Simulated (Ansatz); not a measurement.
ZrO2 (started from an entry of an open crystallographic database) was relaxed with 5 functionals in the plane-wave code Ansatz, cell and atoms free, the symmetry of the start kept (meshes: PBE 8×8×8, r2SCAN 8×8×8, PBEsol 8×8×8, LDA 8×8×8, HSE06 6×6×6). Calculated for a static, non-magnetic cell.

The PBE result:
```
Zr O
1.0
     0.00000    2.55790    2.55790
     2.55790    0.00000    2.55790
     2.55790    2.55790    0.00000
Zr O
1 2
Direct
  0.00000 0.00000 0.00000
  0.25000 0.25000 0.25000
  0.75000 0.75000 0.75000
```

It is cubic, Fm-3m (No. 225); conventional cell a = 5.116 Å, 11.16 Å³ an atom. Around Zr lie 8 O at 2.22 Å; around O lie 4 Zr at 2.22 Å.

Task: How does the cell change with r2SCAN?

Result: a = 5.089 Å; the volume differs by -1.5 % from PBE's. Around Zr lie 8 O at 2.20 Å; around O lie 4 Zr at 2.20 Å.

Task: What lattice does LDA give?

Result: a = 5.026 Å; the volume differs by -5.2 % from PBE's. Zr has 8 O at 2.18 Å; O has 4 Zr at 2.18 Å.

Task: Held at the r2SCAN cell, what mean stress do LDA and PBE find, and does its sign point to their own minimum?

Result: Yes. LDA -9.40 GPa, and its relaxed volume is -3.7 % from r2SCAN's; PBE +3.80 GPa, and its relaxed volume is +1.6 % from r2SCAN's. Compression counts positive, so a positive stress asks for a larger cell.
